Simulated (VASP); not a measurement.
Crystal: Si.

```
Si
1.0
     0.00000    2.71356    2.71356
     2.71356    0.00000    2.71356
     2.71356    2.71356    0.00000
Si
2
Cartesian
  4.0703 4.0703 4.0703
  2.7136 2.7136 2.7136
```

Base run:

- Program: VASP 6.6.1
- Functional: PBEsol
- Potentials or basis: VASP PAW PBE potentials, release 64 (Si)
- Cutoff: 520 eV
- k mesh: 7 × 7 × 7
- Occupations: fermi-dirac, width 0.02 eV
- Spin: no spin polarisation

Its results: band gap on the k mesh 0.45 eV, indirect (least direct gap 2.52 eV); pressure 0.5 GPa.

The run is repeated on the same cell with these changes: functional from PBEsol to PBE. What comes out?

Band gap on the k mesh 0.57 eV, indirect (least direct gap 2.57 eV); pressure 2.2 GPa.

PBE binds less tightly than PBEsol, so the same cell stands under more pressure.

Caveats: an odd mesh through Γ misses points on the zone boundary, where band edges often lie; the PAW data sets were made with another functional, which shifts forces and pressure a little (some runs).

Not every run made on this cell is shown here.
